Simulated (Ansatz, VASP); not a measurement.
## One calculation of Hf, two programs

INCAR

```
  ALGO = Normal
  EDIFF = 1E-7
  ENCUT = 520
  GGA = PE
  ISIF = 2
  ISMEAR = -1
  LASPH = T
  LCHARG = F
  LREAL = F
  LWAVE = F
  NBANDS = 11
  NELM = 100
  PREC = Accurate
  SIGMA = 0.08
```

File KPOINTS:

```
k-points
0
Gamma
  16 16 16
```

File POSCAR:

```
Hf
1.0
   -1.7616951278      1.7616951278      1.7616951278
    1.7616951278     -1.7616951278      1.7616951278
    1.7616951278      1.7616951278     -1.7616951278
Hf
1
Direct
    0.0000000000      0.0000000000      0.0000000000
```

Input for Ansatz:

```yaml
crystal:
  lattice:
    - [-1.7616951278, 1.7616951278, 1.7616951278]
    - [1.7616951278, -1.7616951278, 1.7616951278]
    - [1.7616951278, 1.7616951278, -1.7616951278]
  atoms:
    - { symbol: Hf, position: [0.0, 0.0, 0.0] }
kpoints:
  mp_grid: { grid: [16, 16, 16] }
scf:
  occupations: { method: fermi_dirac, width: 0.08 }
hamiltonian:
  xc: pbe
  pseudopotentials: { kind: all_electron, lapw: { basis_error: 0.0005 } }
output:
  forces: true
  stress: true
  eigenvalues: true
```

Change from the starting cell: volume scaled by 0.98.

Alike in both runs: task single point; functional PBE; k mesh 16 × 16 × 16; occupations fermi-dirac, width 0.08 eV; no spin polarisation.

|  | VASP | Ansatz |
| --- | --- | --- |
| version | VASP 6.6.1 | Ansatz 0.2.0 |
| potentials or method | VASP PAW PBE potentials, release 64 (Hf_pv) | all-electron LAPW, scalar-relativistic |
| plane-wave cutoff (eV) | 520 | see its input |

Ansatz gave:

| Item | Value |
| --- | --- |
| pressure (GPa) | 2.1 |

**Question.** Which values does VASP return?

**Answer.** Pressure (GPa): 1.7.

Ansatz ran all-electron here, so the differences hold the error of VASP's frozen core and of both bases.

Spin-orbit coupling is left out, which matters for the levels of Hf.
